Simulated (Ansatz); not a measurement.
CsCl:
```cif
data_ClCs
_chemical_formula_sum 'Cs1 Cl1'
_space_group_name_H-M_alt 'P 1'
_space_group_IT_number 1
_cell_length_a 4.20610
_cell_length_b 4.20610
_cell_length_c 4.20610
_cell_angle_alpha 90.000
_cell_angle_beta 90.000
_cell_angle_gamma 90.000
loop_
_space_group_symop_operation_xyz
  'x, y, z'
loop_
_atom_site_label
_atom_site_type_symbol
_atom_site_fract_x
_atom_site_fract_y
_atom_site_fract_z
_atom_site_occupancy
Cs1 Cs 0.00000 0.00000 0.00000 1
Cl1 Cl 0.50000 0.50000 0.50000 1
```

Relaxed with PBE. Independent-particle spectrum: no excitons, no local fields, no scissors shift; 0.1 eV broadening; ε₁ of the summed bands alone.

Q: Tabulate the dielectric function from PBE in the plane-wave PAW code Ansatz.

A: 

```
E (eV)  ε₁ xx  ε₂ xx
------  -----  -----
0.0      2.95   0.00
0.5      2.95   0.00
1.0      2.97   0.00
1.5      3.00   0.00
2.0      3.05   0.00
2.5      3.12   0.00
3.0      3.20   0.00
3.5      3.32   0.00
4.0      3.49   0.00
4.5      3.74   0.00
5.0      4.25   0.06
5.5      4.73   0.51
6.0      5.43   1.06
6.5      5.66   3.48
7.0      3.58   4.53
7.5      1.63   2.61
8.0      2.88   1.78
8.5      3.21   4.46
9.0      0.07   2.85
9.5      0.70   1.80
10.0     1.25   1.12
10.5     1.82   0.85
11.0     2.54   0.93
11.5     3.87   1.19
12.0     4.35   3.72
```

Q: From ε at 5.6 eV (xx: 4.80 + 0.63i), find n, k, the normal reflectivity and the absorption coefficient.

A: n = 2.20, k = 0.143, R = 14 %, α = 2kE/ħc = 81000 cm⁻¹.

With all bands, ε∞ without local fields is 3.00. DFPT, with local fields, gives 2.74.

Space group Pm-3m (CsCl type). The PBE relaxation kept the symmetry of its start; phonons on a q-mesh show no instability. Spin–orbit coupling is left out wherever it is not named.

Potentials: the later of the program's two PAW sets.
